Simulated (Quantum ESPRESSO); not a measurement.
**Gd under changes of volume**

One of the cells (33.215 Å³/atom); the others are scaled copies at fixed shape and fractional positions:

```xyz
1
Lattice="-2.0250 2.0250 2.0250 2.0250 -2.0250 2.0250 2.0250 2.0250 -2.0250" Properties=species:S:1:pos:R:3 pbc="T T T"
Gd    0.0000    0.0000    0.0000
```

This isn't the form of Gd at room conditions, which is hcp.

* Program: Quantum ESPRESSO 7.5
* Functional: AM05
* Potentials or basis: SSSP 1.3 efficiency PBE
* Cutoff: 748 eV
* Density cutoff: 5987 eV
* k mesh: 9 × 9 × 9
* Occupations: fermi-dirac, width 0.05 eV
* Spin: collinear spin, ferromagnetic start
* Starting moments: [7.0] μB

```csv
volume (Å³/atom),energy over the lowest point (meV/atom),pressure (GPa),moment (μB per cell)
31.222,0.00,0.1,7.61
31.886,0.99,-0.6,7.62
32.551,4.91,-1.2,7.63
33.215,11.46,-1.9,7.64
33.879,20.38,-2.4,7.65
34.544,31.47,-2.9,7.66
35.208,?,?,?
```

What does the run at 35.208 Å³/atom give?

Energy over the lowest point 44.58 meV/atom; pressure -3.3 GPa; moment 7.67 μB per cell.

Worked out: A Birch-Murnaghan fit of order 3 (a polynomial in V^(-2/3)) to the other rows has its minimum at 31.34 Å³/atom with B0 = V·E''(V) = 36 GPa and B' = 3.9. It gives 44.48 meV/atom at 35.208 Å³/atom, against the run's 44.58, and -dE/dV = -3.4 GPa, against -3.3. A straight line through the other rows of the moment, of slope 0.0151 μB per Å³/atom, extrapolates to 7.67 μB, against the run's 7.67.

Energies are extrapolated to zero smearing.

Caveats: the potentials were made for another functional, which shifts forces and pressure.
